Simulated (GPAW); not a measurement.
Here is a GPAW 26.7.0 calculation.

Contents of run.py:

```python
from ase.io import read
from gpaw import PW
from gpaw.dft import DFT

atoms = read('POSCAR')

dft = DFT(atoms,
          mode=PW(800),
          xc='PBE',
          kpts={'size': (11, 11, 11), 'gamma': True},
          occupations={'name': 'fermi-dirac', 'width': 0.05},
          nbands=12,
          convergence={'density': 1e-05, 'energy': 1e-05},
          maxiter=150,
          txt='gpaw.txt')
print(f'Energy: {dft.calculate_energy():.6f} eV')
print('Forces (eV/A):')
print(dft.calculate_forces().round(4))
print('Stress (eV/A^3):', dft.calculate_stress().round(6))
dft.write_gpw_file('gs.gpw')
```

The input POSCAR:

```
Mg
1.0
   -1.7727644967      1.7727644967      1.7727644967
    1.7727644967     -1.7727644967      1.7727644967
    1.7727644967      1.7727644967     -1.7727644967
Mg
1
Direct
    0.0000000000      0.0000000000      0.0000000000
```

Potentials or basis: GPAW PAW data sets (gpaw-data 1.2.1), pw.

Command:

```bash
$ OMP_NUM_THREADS=1 python run.py
```

(1) Predict the band gap on the k mesh.

(2) What does it give for the pressure?

Answers

(1) none (metal or under the smearing width).

(2) 0.9 GPa.
